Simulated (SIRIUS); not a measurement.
# Zn (Im-3m) in SIRIUS: reference runs

How does Zn come out in PBEsol? The cell is run as given, then over a range of volumes.

Program: SIRIUS 7.12.0. These are calculated values, not measurements. Logs are shortened: lines on timing, memory, paths and dates and some standing lists are left out, and cuts for length are marked. The log counts tension as positive stress, the text compression.

## (1) The structure

Symmetry: Im-3m, No. 229, cubic system. Conventional cell: a = 3.138 Å, b = 3.138 Å, c = 3.138 Å, α = 90.00°, β = 90.00°, γ = 90.00°. Around Zn (site symmetry m-3m) lie 8 Zn at 2.72 Å.

This isn't the form of Zn at room conditions, which is hcp.

## (2) Single point, PBEsol

sirius.json reads:

```json
{
  "control": {
    "processing_unit": "cpu",
    "verbosity": 2,
    "num_bands_to_print": 17,
    "print_forces": true,
    "print_stress": true
  },
  "parameters": {
    "electronic_structure_method": "pseudopotential",
    "xc_functionals": ["XC_GGA_X_PBE_SOL", "XC_GGA_C_PBE_SOL"],
    "gk_cutoff": 9.2,
    "pw_cutoff": 18.4,
    "ngridk": [12, 12, 12],
    "shiftk": [0, 0, 0],
    "smearing": "fermi_dirac",
    "smearing_width": 0.0018374661,
    "num_bands": 17,
    "num_mag_dims": 0,
    "num_dft_iter": 100,
    "energy_tol": 1e-08,
    "density_tol": 1e-06
  },
  "iterative_solver": {
    "type": "davidson",
    "min_tolerance": 1e-10
  },
  "mixer": {
    "type": "anderson",
    "beta": 0.7,
    "max_history": 8
  },
  "settings": {
    "tol_ne": 1e-10,
    "pseudo_grid_cutoff": 6.5
  },
  "unit_cell": {
    "lattice_vectors": [
      [-2.965050209404, 2.965050209404, 2.965050209404],
      [2.965050209404, -2.965050209404, 2.965050209404],
      [2.965050209404, 2.965050209404, -2.965050209404]
    ],
    "atom_coordinate_units": "lattice",
    "atom_types": ["Zn"],
    "atom_files": {
      "Zn": "Zn.json"
    },
    "atoms": {
      "Zn": [
        [0.0, 0.0, 0.0]
      ]
    }
  }
}
```

Potentials or basis: PseudoDojo 0.4.1 PBEsol standard (scalar relativistic).

Started as:

```
$ upf_to_json Zn.upf
$ OMP_NUM_THREADS=1 sirius.scf --input=sirius.json --output=out.json --task=0
```

Log:

```text
[info] SIRIUS version : 7.12.0
[info] number of MPI ranks           : 1
[info] MPI grid                      : 1 1
[info] maximum number of OMP threads : 1
[fft] FFT context for density and potential
[fft] =====================================
[fft]   comm size                             : 1
[fft]   plane wave cutoff                     : 18.4
[fft]   grid size                             : 36 36 36   total : 46656
[fft]   grid limits                           : -17 18   -17 18   -17 18
[fft]   number of G-vectors within the cutoff : 5445
[fft]   local number of G-vectors             : 5445
[fft]   number of G-shells                    : 307
[fft] FFT context for coarse grid
[fft] =====================================
[fft]   comm size                             : 1
[fft]   plane wave cutoff                     : 18.4
[fft]   grid size                             : 36 36 36   total : 46656
[fft]   grid limits                           : -17 18   -17 18   -17 18
[fft]   number of G-vectors within the cutoff : 5445
[fft]   local number of G-vectors             : 5445
[fft]   number of G-shells                    : 307
[unit cell] lattice vectors
[unit cell]   a1 :      -2.9650502094      2.9650502094      2.9650502094
[unit cell]   a2 :       2.9650502094     -2.9650502094      2.9650502094
[unit cell]   a3 :       2.9650502094      2.9650502094     -2.9650502094
[unit cell] reciprocal lattice vectors
[unit cell]   b1 :       0.0000000000      1.0595411314      1.0595411314
[unit cell]   b2 :       1.0595411314      0.0000000000      1.0595411314
[unit cell]   b3 :       1.0595411314      1.0595411314      0.0000000000
[unit cell] unit cell volume :       104.26922542 [a.u.^3]
[unit cell] 1/sqrt(omega)    :         0.09793139
[unit cell] MT volume        :         0.00000000 ( 0.00%)
[unit cell] IT volume        :       104.26922542 (100.00%)
[unit cell] number of atom types : 1
[unit cell] type id : 0 symbol : Zn mt_radius :  13.110000 num_atoms : 1
[unit cell] total number of atoms : 1
[unit cell] number of symmetry classes : 1
[unit cell] number of PAW atoms : 0
[unit cell] atom id  type id  class id             position                      vector_field
[unit cell] ------------------------------------------------------------------------------------------
[unit cell]      0        0        0      0.00000   0.00000   0.00000      0.00000   0.00000   0.00000
[unit cell] atom id         position (Cartesian, a.u.)
[unit cell] ---------------------------------------------
[unit cell]      0       0.000000    0.000000    0.000000
[unit cell] class id : 0 atom id : 0
[unit cell] minimum bond length:     5.135618
[unit cell] total number of pseudo wave-functions: 10
[sym] space group number   : 229
[sym] international symbol : Im-3m
[sym] Hall symbol          : -I 4 2 3
[sym] space group transformation matrix :
[sym]  -0.5000  0.5000  0.5000
[sym]   0.5000 -0.5000  0.5000
[sym]   0.5000  0.5000 -0.5000
[sym] space group origin shift :
[sym]   0.0000  0.0000  0.0000
[sym] number of space group operations  : 48
[sym] number of magnetic group operations : 48
[sym] metric tensor error: 0.0000e+00
[sym] rotation matrix error: 0.0000e+00
[sym] symmetry operations
[... list of symmetry operations ...]
[atom type] label          : Zn
[atom type] --------------------------------------------------------------------------------
[atom type] symbol         : Zn
[atom type] name           :
[atom type] zn             : 20
[atom type] mass           : 0
[atom type] mt_radius      : 13.11
[... 170 lines left out ...]
[find] Total energy                   :    -208.91213264 (Ha),    -417.82426528 (Ry)
[find] Free energy (E-TS)             :    -208.91226538 (Ha),    -417.82453076 (Ry)
[find] band gap (eV)                  :       0.00000000
[find] Efermi                         :       0.53436338
[find] iteration : 3, RMS (target) : 1.9264e-03 (1.0000e-06) , energy difference (target) : -1.8948e-05 (1.0000e-08)
[find] | SCF iteration   4 out of 100|
[diagonalize] iterative solver tolerance (occupied, empty): 0.000192638 0.000192638
[diagonalize] average number of iterations: 1.625
[find] Total energy                   :    -208.91213396 (Ha),    -417.82426792 (Ry)
[... 36 lines left out ...]
[find] | SCF iteration   9 out of 100|
[diagonalize] iterative solver tolerance (occupied, empty): 2.36092e-07 2.36092e-07
[diagonalize] average number of iterations: 3.02778
[find] Total energy                   :    -208.91213414 (Ha),    -417.82426828 (Ry)
[find] Free energy (E-TS)             :    -208.91226708 (Ha),    -417.82453416 (Ry)
[find] band gap (eV)                  :       0.00000000
[find] Efermi                         :       0.53440733
[find] iteration : 9, RMS (target) : 1.5765e-06 (1.0000e-06) , energy difference (target) : -4.6859e-10 (1.0000e-08)
[find] bands are converged : true
[find] iterative solver converged : false
[find] +------------------------------+
[find] | SCF iteration  10 out of 100|
[find] +------------------------------+
[diagonalize] iterative solver tolerance (occupied, empty): 1.18046e-07 1.18046e-07
[diagonalize] average number of iterations: 1.13889
[diagonalize] Lowest band energies
[diagonalize] ik:    0   -4.102766   -2.423204   -2.423204   -2.423204    0.155233    0.253823    0.253823    0.253823    0.272508    0.272508    1.230462    1.230462    1.230462    1.286524    1.340889    1.340889    1.340889
[diagonalize] ik:    1   -4.102761   -2.423257   -2.423225   -2.423203    0.163262    0.253069    0.254003    0.255711    0.271811    0.272554    1.127760    1.177921    1.195565    1.238399    1.241319    1.279343    1.368801
[diagonalize] ik:    2   -4.102747   -2.423399   -2.423280   -2.423200    0.186361    0.251015    0.254998    0.260982    0.270469    0.272704    0.974826    1.103566    1.131192    1.184715    1.207369    1.302346    1.403353
[diagonalize] ik:    3   -4.102728   -2.423594   -2.423356   -2.423196    0.217011    0.248225    0.263416    0.268473    0.269919    0.272967    0.829639    1.038881    1.074542    1.143417    1.179585    1.345990    1.439706
[diagonalize] ik:    4   -4.102708   -2.423788   -2.423431   -2.423192    0.230081    0.245453    0.270330    0.273296    0.276337    0.304683    0.696770    0.989264    1.032170    1.114607    1.160318    1.406174    1.478365
[diagonalize] ...
[diagonalize] ik:   67   -4.102640   -2.423868   -2.423749   -2.423669    0.238685    0.240575    0.270579    0.274260    0.282424    0.588199    0.591551    0.729094    0.855465    0.988286    0.997517    1.503500    1.568697
[diagonalize] ik:   68   -4.102636   -2.423841   -2.423796   -2.423696    0.237947    0.238576    0.271981    0.278076    0.281138    0.580784    0.666427    0.670558    0.889842    0.910860    0.986819    1.519775    1.697736
[diagonalize] ik:   69   -4.102633   -2.423806   -2.423786   -2.423786    0.236461    0.237052    0.277841    0.277841    0.279870    0.571523    0.708939    0.708939    0.830872    0.860042    0.980151    1.629557    1.689784
[diagonalize] ik:   70   -4.102628   -2.423839   -2.423808   -2.423786    0.235089    0.235346    0.278597    0.279656    0.281889    0.647879    0.650680    0.698388    0.834845    0.884874    0.898177    1.641087    1.714751
[diagonalize] ik:   71   -4.102624   -2.423829   -2.423829   -2.423829    0.233585    0.233585    0.281693    0.281693    0.281693    0.687718    0.687718    0.687718    0.808178    0.848915    0.848915    1.716816    1.847956
[find] Charges and magnetic moments
[find] --------------------------------------------------------------------------------
[find] total charge          : 20.000000
[find] Energy
[find] --------------------------------------------------------------------------------
[find] valence_eval_sum               :     -19.37203634
[find] <rho|V^{XC}>                   :     -25.14424498
[find] <rho|E^{XC}>                   :     -22.22900062
[find] <mag|B^{XC}>                   :       0.00000000
[find] <rho|V^{H}>                    :     139.43535195
[find] one-electron contribution      :    -133.66314331 (Ha),    -267.32628663 (Ry)
[find] hartree contribution           :      69.71767597
[find] xc contribution                :     -22.22900062
[find] ewald contribution             :    -122.73766690
[find] PAW contribution               :       0.00000000
[find] smearing (-TS)                 :      -0.00013294
[find] SCF correction                 :       0.00000072
[find] Total energy                   :    -208.91213414 (Ha),    -417.82426828 (Ry)
[find] Free energy (E-TS)             :    -208.91226708 (Ha),    -417.82453416 (Ry)
[find] band gap (eV)                  :       0.00000000
[find] Efermi                         :       0.53440732
[find] iteration : 10, RMS (target) : 3.1193e-07 (1.0000e-06) , energy difference (target) : -3.5243e-12 (1.0000e-08)
[find] bands are converged : true
[find] iterative solver converged : false
[find] converged after 11 SCF iterations!
[find] Charges and magnetic moments
[find] --------------------------------------------------------------------------------
[find] total charge          : 20.000000
[find] Energy
[find] --------------------------------------------------------------------------------
[find] valence_eval_sum               :     -19.37203634
[find] <rho|V^{XC}>                   :     -25.14424498
[find] <rho|E^{XC}>                   :     -22.22900062
[find] <mag|B^{XC}>                   :       0.00000000
[find] <rho|V^{H}>                    :     139.43535195
[find] one-electron contribution      :    -133.66314331 (Ha),    -267.32628663 (Ry)
[find] hartree contribution           :      69.71767597
[find] xc contribution                :     -22.22900062
[find] ewald contribution             :    -122.73766690
[find] PAW contribution               :       0.00000000
[find] smearing (-TS)                 :      -0.00013294
[find] SCF correction                 :       0.00000072
[find] Total energy                   :    -208.91213414 (Ha),    -417.82426828 (Ry)
[find] Free energy (E-TS)             :    -208.91226708 (Ha),    -417.82453416 (Ry)
[find] band gap (eV)                  :       0.00000000
[find] Efermi                         :       0.53440732
[ground_state] === stress tensor components [kbar] ===
[ground_state] === stress_kin ===
[ground_state] -173323.888892    0.000000    0.000000
[ground_state]     0.000000-173323.888892   -0.000000
[ground_state]     0.000000   -0.000000-173323.888892
[ground_state] === stress_har ===
[ground_state] -65572.705859    0.000000    0.000000
[ground_state]     0.000000-65572.705859   -0.000000
[ground_state]     0.000000   -0.000000-65572.705859
[ground_state] === stress_ewald ===
[ground_state] 115440.464948    0.000000    0.000000
[ground_state]     0.000000115440.464948    0.000000
[ground_state]     0.000000    0.000000115440.464948
[ground_state] === stress_vloc ===
[ground_state] 12415.462030    0.000000   -0.000000
[ground_state]     0.00000012415.462030    0.000000
[ground_state]    -0.000000    0.00000012415.462030
[ground_state] === stress_xc ===
[ground_state]  8602.914805    0.000000    0.000000
[ground_state]     0.000000 8602.914805    0.000000
[ground_state]     0.000000    0.000000 8602.914805
[ground_state] === stress_core ===
[ground_state] 10552.672873    0.000000    0.000000
[ground_state]     0.00000010552.672873    0.000000
[ground_state]     0.000000    0.00000010552.672873
[ground_state] === stress_nonloc ===
[ground_state] 91938.004193    0.000000    0.000000
[ground_state]     0.00000091938.004193    0.000000
[ground_state]     0.000000    0.00000091938.004193
[ground_state] === stress_us_nl ===
[ground_state] 91938.004193    0.000000    0.000000
[ground_state]     0.00000091938.004193    0.000000
[ground_state]     0.000000    0.00000091938.004193
[ground_state] === stress_total ===
[ground_state]    52.924098    0.000000    0.000000
[ground_state]     0.000000   52.924098   -0.000000
[ground_state]     0.000000   -0.000000   52.924098
[ground_state] ==== total Forces in Ha/bohr =====
[ground_state] atom:    0, force:       0.0000000      0.0000000      0.0000000
[... 8 lines left out ...]
[ground_state] ==== Ewald forces from ions =====
[ground_state] atom:    0, force:       0.0000000      0.0000000      0.0000000
[~DFT_ground_state] local op. applied: 28944
[~DFT_ground_state] evp. work count: 6913.77
[~DFT_ground_state] number of iterative solver steps: 1491
```

Run time: 28 s. Hardware: 1 thread of Intel Xeon 6975P-C (Granite Rapids), shared host; peak memory 0.22 GiB.

What came out:

| Property | Result |
| --- | --- |
| Free energy | -5684.7924 eV |
| Pressure | -5.3 GPa |
| Band gap on the k mesh | none (metal or under the smearing width) |

## (3) Single point, PBEsol, 14.52 Å³/atom (volume scaled by 0.94)

Edit sirius.json of step 2 so:

```diff
@@ -38,5 +38,5 @@
     "lattice_vectors": [
-      [-2.965050209404, 2.965050209404, 2.965050209404],
-      [2.965050209404, -2.965050209404, 2.965050209404],
-      [2.965050209404, 2.965050209404, -2.965050209404]
+      [-2.904521996851, 2.904521996851, 2.904521996851],
+      [2.904521996851, -2.904521996851, 2.904521996851],
+      [2.904521996851, 2.904521996851, -2.904521996851]
     ],
```

Potentials or basis: PseudoDojo 0.4.1 PBEsol standard (scalar relativistic).

Started as:

```
$ upf_to_json Zn.upf
$ OMP_NUM_THREADS=1 sirius.scf --input=sirius.json --output=out.json --task=0
```

It took 13 s on 1 thread of Intel Xeon 6975P-C (Granite Rapids), shared host; peak memory 0.2 GiB.

It converged, with:

```yaml
Free_energy: -5684.8130 eV
Pressure: -1.6 GPa
Band_gap_on_the_k_mesh: none (metal or under the smearing width)
```

## (4) Single point, PBEsol, 14.83 Å³/atom (volume scaled by 0.96)

Edit sirius.json of step 3 so:

```diff
@@ -38,5 +38,5 @@
     "lattice_vectors": [
-      [-2.904521996851, 2.904521996851, 2.904521996851],
-      [2.904521996851, -2.904521996851, 2.904521996851],
-      [2.904521996851, 2.904521996851, -2.904521996851]
+      [-2.924977050993, 2.924977050993, 2.924977050993],
+      [2.924977050993, -2.924977050993, 2.924977050993],
+      [2.924977050993, 2.924977050993, -2.924977050993]
     ],
```

Started as:

```
$ upf_to_json Zn.upf
$ OMP_NUM_THREADS=1 sirius.scf --input=sirius.json --output=out.json --task=0
```

It took 13 s on 1 thread of Intel Xeon 6975P-C (Granite Rapids), shared host; peak memory 0.2 GiB.

It converged, with:

| Quantity | Value |
| --- | --- |
| Free energy | -5684.8085 eV |
| Pressure | -3.0 GPa |
| Band gap on the k mesh | none (metal or under the smearing width) |

## (5) Single point, PBEsol, 15.14 Å³/atom (volume scaled by 0.98)

Edit sirius.json of step 4 so:

```diff
@@ -38,5 +38,5 @@
     "lattice_vectors": [
-      [-2.924977050993, 2.924977050993, 2.924977050993],
-      [2.924977050993, -2.924977050993, 2.924977050993],
-      [2.924977050993, 2.924977050993, -2.924977050993]
+      [-2.945149943892, 2.945149943892, 2.945149943892],
+      [2.945149943892, -2.945149943892, 2.945149943892],
+      [2.945149943892, 2.945149943892, -2.945149943892]
     ],
```

Started as:

```
$ upf_to_json Zn.upf
$ OMP_NUM_THREADS=1 sirius.scf --input=sirius.json --output=out.json --task=0
```

Run time: 14 s. Hardware: 1 thread of Intel Xeon 6975P-C (Granite Rapids), shared host; peak memory 0.2 GiB.

It converged, with:

| Item | Value |
| --- | --- |
| Free energy | -5684.8016 eV |
| Pressure | -4.2 GPa |
| Band gap on the k mesh | none (metal or under the smearing width) |

## (6) Single point, PBEsol, 15.76 Å³/atom (volume scaled by 1.02)

Edit sirius.json of step 5 so:

```diff
@@ -38,5 +38,5 @@
     "lattice_vectors": [
-      [-2.945149943892, 2.945149943892, 2.945149943892],
-      [2.945149943892, -2.945149943892, 2.945149943892],
-      [2.945149943892, 2.945149943892, -2.945149943892]
+      [-2.984686875697, 2.984686875697, 2.984686875697],
+      [2.984686875697, -2.984686875697, 2.984686875697],
+      [2.984686875697, 2.984686875697, -2.984686875697]
     ],
```

Potentials or basis: PseudoDojo 0.4.1 PBEsol standard (scalar relativistic).

Started as:

```
$ upf_to_json Zn.upf
$ OMP_NUM_THREADS=1 sirius.scf --input=sirius.json --output=out.json --task=0
```

Wall time 17 s (1 thread of Intel Xeon 6975P-C (Granite Rapids), shared host); peak memory 0.22 GiB.

The run converged. Its results:

```
Free energy            : -5684.7812 eV
Pressure               : -6.2 GPa
Band gap on the k mesh : none (metal or under the smearing width)
```

## (7) Single point, PBEsol, 16.07 Å³/atom (volume scaled by 1.04)

Edit sirius.json of step 6 so:

```diff
@@ -38,5 +38,5 @@
     "lattice_vectors": [
-      [-2.984686875697, 2.984686875697, 2.984686875697],
-      [2.984686875697, -2.984686875697, 2.984686875697],
-      [2.984686875697, 2.984686875697, -2.984686875697]
+      [-3.004068502473, 3.004068502473, 3.004068502473],
+      [3.004068502473, -3.004068502473, 3.004068502473],
+      [3.004068502473, 3.004068502473, -3.004068502473]
     ],
```

Started as:

```
$ upf_to_json Zn.upf
$ OMP_NUM_THREADS=1 sirius.scf --input=sirius.json --output=out.json --task=0
```

It took 18 s on 1 thread of Intel Xeon 6975P-C (Granite Rapids), shared host; peak memory 0.22 GiB.

The run converged. Its results:

```yaml
Free_energy: -5684.7684 eV
Pressure: -7.1 GPa
Band_gap_on_the_k_mesh: none (metal or under the smearing width)
```

(Continued in part 2 of 2.)
